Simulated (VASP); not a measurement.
# Ni (P6_3/mmc) in VASP: a series of runs, part 4 of 8

VASP 6.6.1. The steps go on from the part before.

## Step 44: Equation of state, PBE, collinear spin, ferromagnetic start, 10.25 Å³/atom

INCAR reads:

```
SYSTEM = Ni
PREC     = Low            ! precision mode
ENCUT    = 450            ! plane-wave cutoff, eV
EDIFF    = 1E-6           ! SCF threshold, eV
ISMEAR   = 0              ! smearing method
SIGMA    = 0.1            ! smearing width, eV
LREAL    = .False.        ! projectors in reciprocal space
LASPH    = .True.         ! aspherical terms in the spheres
NELM     = 100            ! most SCF steps
ALGO     = Normal         ! electronic algorithm
ISIF     = 2              ! what is computed and relaxed
LWAVE    = .False.        ! write WAVECAR
LCHARG   = .False.        ! write CHGCAR
ISPIN    = 2              ! spin polarisation
MAGMOM   = 1 1            ! initial moments
LORBIT   = 11             ! projections on sites
LMAXMIX  = 4              ! l up to which the mixer works
GGA      = PE             ! functional
ADDGRID  = .False.
```

KPOINTS reads:

```
regular mesh
0
Gamma
  13 13 7
  0 0 0
```

POSCAR reads:

```
Ni
1.0
    2.4232937031      0.0000000000      0.0000000000
   -1.2116468515      2.0986339077      0.0000000000
    0.0000000000      0.0000000000      4.0316652867
Ni
2
Direct
    0.6666666667      0.3333333333      0.7500000000
    0.3333333333      0.6666666667      0.2500000000
```

On the command line:

```bash
$ cat potpaw_PBE.64/Ni/POTCAR > POTCAR
$ mpirun -np 1 vasp_std > vasp.out
```

Run time: 11 s. Hardware: 1 thread of AMD EPYC 9R45 (Zen 5), shared host; peak memory 0.1 GiB.

The run converged, but some of its settings lie outside the range that counts as converged, so its numbers aren't taken as properties of the crystal.

What came out:

| Quantity | Value |
| --- | --- |
| Free energy | -10.8445 eV |
| Pressure | 14.0 GPa |
| Band gap on the k mesh | none (metal or under the smearing width) |
| Net moment | 1.23 μB per cell |
| Site moments | Ni +0.62 μB |
| Valence electrons inside the program's atomic spheres | Ni 9.42 |

## Step 45: Equation of state, PBE, collinear spin, ferromagnetic start, 10.89 Å³/atom

INCAR is that of step 44.

KPOINTS is that of step 44.

POSCAR reads:

```
Ni
1.0
    2.4722623247      0.0000000000      0.0000000000
   -1.2361311623      2.1410419781      0.0000000000
    0.0000000000      0.0000000000      4.1131350201
Ni
2
Direct
    0.6666666667      0.3333333333      0.7500000000
    0.3333333333      0.6666666667      0.2500000000
```

Potentials or basis: VASP PAW PBE potentials, release 64 (Ni).

On the command line:

```bash
$ cat potpaw_PBE.64/Ni/POTCAR > POTCAR
$ mpirun -np 1 vasp_std > vasp.out
```

Wall time 11 s (1 thread of AMD EPYC 9R45 (Zen 5), shared host); peak memory 0.1 GiB.

The run converged, but some of its settings lie outside the range that counts as converged, so its numbers aren't taken as properties of the crystal.

What came out:

```
Free energy                                           : -10.9011 eV
Pressure                                              : 0.5 GPa
Band gap on the k mesh                                : none (metal or under the smearing width)
Net moment                                            : 1.25 μB per cell
Site moments                                          : Ni +0.64 μB
Valence electrons inside the program's atomic spheres : Ni 9.31
```

## Step 46: Equation of state, PBE, collinear spin, ferromagnetic start, 10.25 Å³/atom

INCAR: that of step 45 with these lines changed.

```diff
@@ -1,3 +1,3 @@
 SYSTEM = Ni
-PREC     = Low            ! precision mode
+PREC     = Normal         ! precision mode
 ENCUT    = 450            ! plane-wave cutoff, eV
```

KPOINTS is that of step 45.

POSCAR reads:

```
Ni
1.0
    2.4232937031      0.0000000000      0.0000000000
   -1.2116468515      2.0986339077      0.0000000000
    0.0000000000      0.0000000000      4.0316652867
Ni
2
Direct
    0.6666666667      0.3333333333      0.7500000000
    0.3333333333      0.6666666667      0.2500000000
```

On the command line:

```bash
$ cat potpaw_PBE.64/Ni/POTCAR > POTCAR
$ mpirun -np 1 vasp_std > vasp.out
```

Wall time 11 s (1 thread of AMD EPYC 9R45 (Zen 5), shared host); peak memory 0.11 GiB.

These settings aren't checked as converged: the numbers below hold their error.

Results:

```yaml
Free_energy: -10.8423 eV
Pressure: 14.0 GPa
Band_gap_on_the_k_mesh: none (metal or under the smearing width)
Net_moment: 1.23 μB per cell
Site_moments: Ni +0.62 μB
Valence_electrons_inside_the_program's_atomic_spheres: Ni 9.42
```

## Step 47: Equation of state, PBE, collinear spin, ferromagnetic start, 10.89 Å³/atom

INCAR is that of step 46.

KPOINTS is that of step 46.

POSCAR reads:

```
Ni
1.0
    2.4722623247      0.0000000000      0.0000000000
   -1.2361311623      2.1410419781      0.0000000000
    0.0000000000      0.0000000000      4.1131350201
Ni
2
Direct
    0.6666666667      0.3333333333      0.7500000000
    0.3333333333      0.6666666667      0.2500000000
```

On the command line:

```bash
$ cat potpaw_PBE.64/Ni/POTCAR > POTCAR
$ mpirun -np 1 vasp_std > vasp.out
```

Wall time 11 s (1 thread of AMD EPYC 9R45 (Zen 5), shared host); peak memory 0.11 GiB.

These settings aren't checked as converged: the numbers below hold their error.

What came out:

```yaml
Free_energy: -10.8984 eV
Pressure: 0.4 GPa
Band_gap_on_the_k_mesh: none (metal or under the smearing width)
Net_moment: 1.25 μB per cell
Site_moments: Ni +0.64 μB
Valence_electrons_inside_the_program's_atomic_spheres: Ni 9.31
```

## Step 48: Equation of state, PBE, collinear spin, ferromagnetic start, 10.25 Å³/atom

INCAR: that of step 47 with these lines changed.

```diff
@@ -1,3 +1,3 @@
 SYSTEM = Ni
-PREC     = Normal         ! precision mode
+PREC     = Accurate       ! precision mode
 ENCUT    = 450            ! plane-wave cutoff, eV
@@ -6,3 +6,3 @@
 SIGMA    = 0.1            ! smearing width, eV
-LREAL    = .False.        ! projectors in reciprocal space
+LREAL    = Auto         
 LASPH    = .True.         ! aspherical terms in the spheres
```

KPOINTS is that of step 47.

POSCAR reads:

```
Ni
1.0
    2.4232937031      0.0000000000      0.0000000000
   -1.2116468515      2.0986339077      0.0000000000
    0.0000000000      0.0000000000      4.0316652867
Ni
2
Direct
    0.6666666667      0.3333333333      0.7500000000
    0.3333333333      0.6666666667      0.2500000000
```

Potentials or basis: VASP PAW PBE potentials, release 64 (Ni).

On the command line:

```bash
$ cat potpaw_PBE.64/Ni/POTCAR > POTCAR
$ mpirun -np 1 vasp_std > vasp.out
```

It took 34 s on 1 thread of AMD EPYC 9R45 (Zen 5), shared host; peak memory 0.12 GiB.

These settings aren't checked as converged: the numbers below hold their error.

Results:

| Property | Result |
| --- | --- |
| Free energy | -10.8426 eV |
| Pressure | 14.1 GPa |
| Band gap on the k mesh | none (metal or under the smearing width) |
| Net moment | 1.23 μB per cell |
| Site moments | Ni +0.62 μB |
| Valence electrons inside the program's atomic spheres | Ni 9.42 |

## Step 49: Equation of state, PBE, collinear spin, ferromagnetic start, 10.89 Å³/atom

INCAR is that of step 48.

KPOINTS is that of step 48.

POSCAR reads:

```
Ni
1.0
    2.4722623247      0.0000000000      0.0000000000
   -1.2361311623      2.1410419781      0.0000000000
    0.0000000000      0.0000000000      4.1131350201
Ni
2
Direct
    0.6666666667      0.3333333333      0.7500000000
    0.3333333333      0.6666666667      0.2500000000
```

On the command line:

```bash
$ cat potpaw_PBE.64/Ni/POTCAR > POTCAR
$ mpirun -np 1 vasp_std > vasp.out
```

Run time: 32 s. Hardware: 1 thread of AMD EPYC 9R45 (Zen 5), shared host; peak memory 0.12 GiB.

These settings aren't checked as converged: the numbers below hold their error.

Results:

- Free energy: -10.8987 eV
- Pressure: 0.4 GPa
- Band gap on the k mesh: none (metal or under the smearing width)
- Net moment: 1.25 μB per cell
- Site moments: Ni +0.64 μB
- Valence electrons inside the program's atomic spheres: Ni 9.31

## Step 50: Equation of state, PBE, collinear spin, ferromagnetic start, 10.25 Å³/atom

INCAR: that of step 49 with these lines changed.

```diff
@@ -3,6 +3,6 @@
 ENCUT    = 450            ! plane-wave cutoff, eV
-EDIFF    = 1E-6           ! SCF threshold, eV
+EDIFF    = 0.01           ! SCF threshold, eV
 ISMEAR   = 0              ! smearing method
 SIGMA    = 0.1            ! smearing width, eV
-LREAL    = Auto         
+LREAL    = .False.        ! projectors in reciprocal space
 LASPH    = .True.         ! aspherical terms in the spheres
```

KPOINTS is that of step 49.

POSCAR reads:

```
Ni
1.0
    2.4232937031      0.0000000000      0.0000000000
   -1.2116468515      2.0986339077      0.0000000000
    0.0000000000      0.0000000000      4.0316652867
Ni
2
Direct
    0.6666666667      0.3333333333      0.7500000000
    0.3333333333      0.6666666667      0.2500000000
```

On the command line:

```bash
$ cat potpaw_PBE.64/Ni/POTCAR > POTCAR
$ mpirun -np 1 vasp_std > vasp.out
```

Wall time 11 s (1 thread of AMD EPYC 9R45 (Zen 5), shared host); peak memory 0.12 GiB.

These settings aren't checked as converged: the numbers below hold their error.

What came out:

| Item | Value |
| --- | --- |
| Free energy | -10.8433 eV |
| Pressure | 15.0 GPa |
| Band gap on the k mesh | none (metal or under the smearing width) |
| Net moment | 1.23 μB per cell |
| Site moments | Ni +0.62 μB |
| Valence electrons inside the program's atomic spheres | Ni 9.42 |

## Step 51: Equation of state, PBE, collinear spin, ferromagnetic start, 10.89 Å³/atom

INCAR is that of step 50.

KPOINTS is that of step 50.

POSCAR reads:

```
Ni
1.0
    2.4722623247      0.0000000000      0.0000000000
   -1.2361311623      2.1410419781      0.0000000000
    0.0000000000      0.0000000000      4.1131350201
Ni
2
Direct
    0.6666666667      0.3333333333      0.7500000000
    0.3333333333      0.6666666667      0.2500000000
```

Potentials or basis: VASP PAW PBE potentials, release 64 (Ni).

On the command line:

```bash
$ cat potpaw_PBE.64/Ni/POTCAR > POTCAR
$ mpirun -np 1 vasp_std > vasp.out
```

Run time: 11 s. Hardware: 1 thread of AMD EPYC 9R45 (Zen 5), shared host; peak memory 0.12 GiB.

The run converged, but some of its settings lie outside the range that counts as converged, so its numbers aren't taken as properties of the crystal.

What came out:

```yaml
Free_energy: -10.8997 eV
Pressure: -0.5 GPa
Band_gap_on_the_k_mesh: none (metal or under the smearing width)
Net_moment: 1.24 μB per cell
Site_moments: Ni +0.64 μB
Valence_electrons_inside_the_program's_atomic_spheres: Ni 9.31
```

## Step 52: Equation of state, PBE, collinear spin, ferromagnetic start, 10.25 Å³/atom

INCAR: that of step 51 with these lines changed.

```diff
@@ -3,3 +3,3 @@
 ENCUT    = 450            ! plane-wave cutoff, eV
-EDIFF    = 0.01           ! SCF threshold, eV
+EDIFF    = 0.001          ! SCF threshold, eV
 ISMEAR   = 0              ! smearing method
```

KPOINTS is that of step 51.

POSCAR reads:

```
Ni
1.0
    2.4232937031      0.0000000000      0.0000000000
   -1.2116468515      2.0986339077      0.0000000000
    0.0000000000      0.0000000000      4.0316652867
Ni
2
Direct
    0.6666666667      0.3333333333      0.7500000000
    0.3333333333      0.6666666667      0.2500000000
```

On the command line:

```bash
$ cat potpaw_PBE.64/Ni/POTCAR > POTCAR
$ mpirun -np 1 vasp_std > vasp.out
```

Run time: 13 s. Hardware: 1 thread of AMD EPYC 9R45 (Zen 5), shared host; peak memory 0.12 GiB.

These settings aren't checked as converged: the numbers below hold their error.

What came out:

```yaml
Free_energy: -10.8423 eV
Pressure: 14.6 GPa
Band_gap_on_the_k_mesh: none (metal or under the smearing width)
Net_moment: 1.23 μB per cell
Site_moments: Ni +0.62 μB
Valence_electrons_inside_the_program's_atomic_spheres: Ni 9.42
```

## Step 53: Equation of state, PBE, collinear spin, ferromagnetic start, 10.89 Å³/atom

INCAR is that of step 52.

KPOINTS is that of step 52.

POSCAR reads:

```
Ni
1.0
    2.4722623247      0.0000000000      0.0000000000
   -1.2361311623      2.1410419781      0.0000000000
    0.0000000000      0.0000000000      4.1131350201
Ni
2
Direct
    0.6666666667      0.3333333333      0.7500000000
    0.3333333333      0.6666666667      0.2500000000
```

On the command line:

```bash
$ cat potpaw_PBE.64/Ni/POTCAR > POTCAR
$ mpirun -np 1 vasp_std > vasp.out
```

Wall time 14 s (1 thread of AMD EPYC 9R45 (Zen 5), shared host); peak memory 0.12 GiB.

The run converged, but some of its settings lie outside the range that counts as converged, so its numbers aren't taken as properties of the crystal.

Results:

- Free energy: -10.8984 eV
- Pressure: -0.4 GPa
- Band gap on the k mesh: none (metal or under the smearing width)
- Net moment: 1.25 μB per cell
- Site moments: Ni +0.64 μB
- Valence electrons inside the program's atomic spheres: Ni 9.31

## Step 54: Equation of state, PBE, collinear spin, ferromagnetic start, 10.25 Å³/atom

INCAR: that of step 53 with these lines changed.

```diff
@@ -3,3 +3,3 @@
 ENCUT    = 450            ! plane-wave cutoff, eV
-EDIFF    = 0.001          ! SCF threshold, eV
+EDIFF    = 1E-4           ! SCF threshold, eV
 ISMEAR   = 0              ! smearing method
```

KPOINTS is that of step 53.

POSCAR reads:

```
Ni
1.0
    2.4232937031      0.0000000000      0.0000000000
   -1.2116468515      2.0986339077      0.0000000000
    0.0000000000      0.0000000000      4.0316652867
Ni
2
Direct
    0.6666666667      0.3333333333      0.7500000000
    0.3333333333      0.6666666667      0.2500000000
```

Potentials or basis: VASP PAW PBE potentials, release 64 (Ni).

On the command line:

```bash
$ cat potpaw_PBE.64/Ni/POTCAR > POTCAR
$ mpirun -np 1 vasp_std > vasp.out
```

Wall time 14 s (1 thread of AMD EPYC 9R45 (Zen 5), shared host); peak memory 0.12 GiB.

The run converged, but some of its settings lie outside the range that counts as converged, so its numbers aren't taken as properties of the crystal.

What came out:

| Property | Result |
| --- | --- |
| Free energy | -10.8423 eV |
| Pressure | 13.9 GPa |
| Band gap on the k mesh | none (metal or under the smearing width) |
| Net moment | 1.23 μB per cell |
| Site moments | Ni +0.62 μB |
| Valence electrons inside the program's atomic spheres | Ni 9.42 |

## Step 55: Equation of state, PBE, collinear spin, ferromagnetic start, 10.89 Å³/atom

INCAR is that of step 54.

KPOINTS is that of step 54.

POSCAR reads:

```
Ni
1.0
    2.4722623247      0.0000000000      0.0000000000
   -1.2361311623      2.1410419781      0.0000000000
    0.0000000000      0.0000000000      4.1131350201
Ni
2
Direct
    0.6666666667      0.3333333333      0.7500000000
    0.3333333333      0.6666666667      0.2500000000
```

On the command line:

```bash
$ cat potpaw_PBE.64/Ni/POTCAR > POTCAR
$ mpirun -np 1 vasp_std > vasp.out
```

Wall time 15 s (1 thread of AMD EPYC 9R45 (Zen 5), shared host); peak memory 0.12 GiB.

The run converged, but some of its settings lie outside the range that counts as converged, so its numbers aren't taken as properties of the crystal.

Results:

```yaml
Free_energy: -10.8984 eV
Pressure: 0.2 GPa
Band_gap_on_the_k_mesh: none (metal or under the smearing width)
Net_moment: 1.25 μB per cell
Site_moments: Ni +0.64 μB
Valence_electrons_inside_the_program's_atomic_spheres: Ni 9.31
```

## Step 56: Equation of state, PBE, collinear spin, ferromagnetic start, 10.25 Å³/atom

INCAR: that of step 55 with these lines changed.

```diff
@@ -3,3 +3,3 @@
 ENCUT    = 450            ! plane-wave cutoff, eV
-EDIFF    = 1E-4           ! SCF threshold, eV
+EDIFF    = 1E-5           ! SCF threshold, eV
 ISMEAR   = 0              ! smearing method
```

KPOINTS is that of step 55.

POSCAR reads:

```
Ni
1.0
    2.4232937031      0.0000000000      0.0000000000
   -1.2116468515      2.0986339077      0.0000000000
    0.0000000000      0.0000000000      4.0316652867
Ni
2
Direct
    0.6666666667      0.3333333333      0.7500000000
    0.3333333333      0.6666666667      0.2500000000
```

On the command line:

```bash
$ cat potpaw_PBE.64/Ni/POTCAR > POTCAR
$ mpirun -np 1 vasp_std > vasp.out
```

Wall time 16 s (1 thread of AMD EPYC 9R45 (Zen 5), shared host); peak memory 0.12 GiB.

The run converged, but some of its settings lie outside the range that counts as converged, so its numbers aren't taken as properties of the crystal.

Results:

* Free energy: -10.8423 eV
* Pressure: 14.1 GPa
* Band gap on the k mesh: none (metal or under the smearing width)
* Net moment: 1.23 μB per cell
* Site moments: Ni +0.62 μB
* Valence electrons inside the program's atomic spheres: Ni 9.42

## Step 57: Equation of state, PBE, collinear spin, ferromagnetic start, 10.89 Å³/atom

INCAR is that of step 56.

KPOINTS is that of step 56.

POSCAR reads:

```
Ni
1.0
    2.4722623247      0.0000000000      0.0000000000
   -1.2361311623      2.1410419781      0.0000000000
    0.0000000000      0.0000000000      4.1131350201
Ni
2
Direct
    0.6666666667      0.3333333333      0.7500000000
    0.3333333333      0.6666666667      0.2500000000
```

Potentials or basis: VASP PAW PBE potentials, release 64 (Ni).

On the command line:

```bash
$ cat potpaw_PBE.64/Ni/POTCAR > POTCAR
$ mpirun -np 1 vasp_std > vasp.out
```

Run time: 16 s. Hardware: 1 thread of AMD EPYC 9R45 (Zen 5), shared host; peak memory 0.12 GiB.

The run converged, but some of its settings lie outside the range that counts as converged, so its numbers aren't taken as properties of the crystal.

Results:

```yaml
Free_energy: -10.8984 eV
Pressure: 0.5 GPa
Band_gap_on_the_k_mesh: none (metal or under the smearing width)
Net_moment: 1.25 μB per cell
Site_moments: Ni +0.64 μB
Valence_electrons_inside_the_program's_atomic_spheres: Ni 9.31
```

## Step 58: Equation of state, PBE, collinear spin, ferromagnetic start, 10.25 Å³/atom

INCAR: that of step 57 with these lines changed.

```diff
@@ -3,3 +3,3 @@
 ENCUT    = 450            ! plane-wave cutoff, eV
-EDIFF    = 1E-5           ! SCF threshold, eV
+EDIFF    = 1E-6           ! SCF threshold, eV
 ISMEAR   = 0              ! smearing method
@@ -18,2 +18,2 @@
 GGA      = PE             ! functional
-ADDGRID  = .False.
+ADDGRID  = .True.
```

KPOINTS is that of step 57.

POSCAR reads:

```
Ni
1.0
    2.4232937031      0.0000000000      0.0000000000
   -1.2116468515      2.0986339077      0.0000000000
    0.0000000000      0.0000000000      4.0316652867
Ni
2
Direct
    0.6666666667      0.3333333333      0.7500000000
    0.3333333333      0.6666666667      0.2500000000
```

On the command line:

```bash
$ cat potpaw_PBE.64/Ni/POTCAR > POTCAR
$ mpirun -np 1 vasp_std > vasp.out
```

Wall time 19 s (1 thread of AMD EPYC 9R45 (Zen 5), shared host); peak memory 0.16 GiB.

These settings aren't checked as converged: the numbers below hold their error.

Results:

- Free energy: -10.8423 eV
- Pressure: 14.0 GPa
- Band gap on the k mesh: none (metal or under the smearing width)
- Net moment: 1.23 μB per cell
- Site moments: Ni +0.62 μB
- Valence electrons inside the program's atomic spheres: Ni 9.42

## Step 59: Equation of state, PBE, collinear spin, ferromagnetic start, 10.89 Å³/atom

INCAR is that of step 58.

KPOINTS is that of step 58.

POSCAR reads:

```
Ni
1.0
    2.4722623247      0.0000000000      0.0000000000
   -1.2361311623      2.1410419781      0.0000000000
    0.0000000000      0.0000000000      4.1131350201
Ni
2
Direct
    0.6666666667      0.3333333333      0.7500000000
    0.3333333333      0.6666666667      0.2500000000
```

On the command line:

```bash
$ cat potpaw_PBE.64/Ni/POTCAR > POTCAR
$ mpirun -np 1 vasp_std > vasp.out
```

Run time: 19 s. Hardware: 1 thread of AMD EPYC 9R45 (Zen 5), shared host; peak memory 0.16 GiB.

The run converged, but some of its settings lie outside the range that counts as converged, so its numbers aren't taken as properties of the crystal.

What came out:

| Quantity | Value |
| --- | --- |
| Free energy | -10.8984 eV |
| Pressure | 0.4 GPa |
| Band gap on the k mesh | none (metal or under the smearing width) |
| Net moment | 1.25 μB per cell |
| Site moments | Ni +0.64 μB |
| Valence electrons inside the program's atomic spheres | Ni 9.31 |

## Step 60: Equation of state, PBE, collinear spin, ferromagnetic start, 10.25 Å³/atom

INCAR: that of step 59 with these lines changed.

```diff
@@ -7,3 +7,3 @@
 LREAL    = .False.        ! projectors in reciprocal space
-LASPH    = .True.         ! aspherical terms in the spheres
+LASPH    = .False.        ! aspherical terms in the spheres
 NELM     = 100            ! most SCF steps
@@ -18,2 +18,2 @@
 GGA      = PE             ! functional
-ADDGRID  = .True.
+ADDGRID  = .False.
```

KPOINTS is that of step 59.

POSCAR reads:

```
Ni
1.0
    2.4232937031      0.0000000000      0.0000000000
   -1.2116468515      2.0986339077      0.0000000000
    0.0000000000      0.0000000000      4.0316652867
Ni
2
Direct
    0.6666666667      0.3333333333      0.7500000000
    0.3333333333      0.6666666667      0.2500000000
```

Potentials or basis: VASP PAW PBE potentials, release 64 (Ni).

On the command line:

```bash
$ cat potpaw_PBE.64/Ni/POTCAR > POTCAR
$ mpirun -np 1 vasp_std > vasp.out
```

Wall time 16 s (1 thread of AMD EPYC 9R45 (Zen 5), shared host); peak memory 0.12 GiB.

These settings aren't checked as converged: the numbers below hold their error.

Results:

- Free energy: -10.8413 eV
- Pressure: 14.0 GPa
- Band gap on the k mesh: none (metal or under the smearing width)
- Net moment: 1.23 μB per cell
- Site moments: Ni +0.62 μB
- Valence electrons inside the program's atomic spheres: Ni 9.42

(Continued in part 5 of 8.)
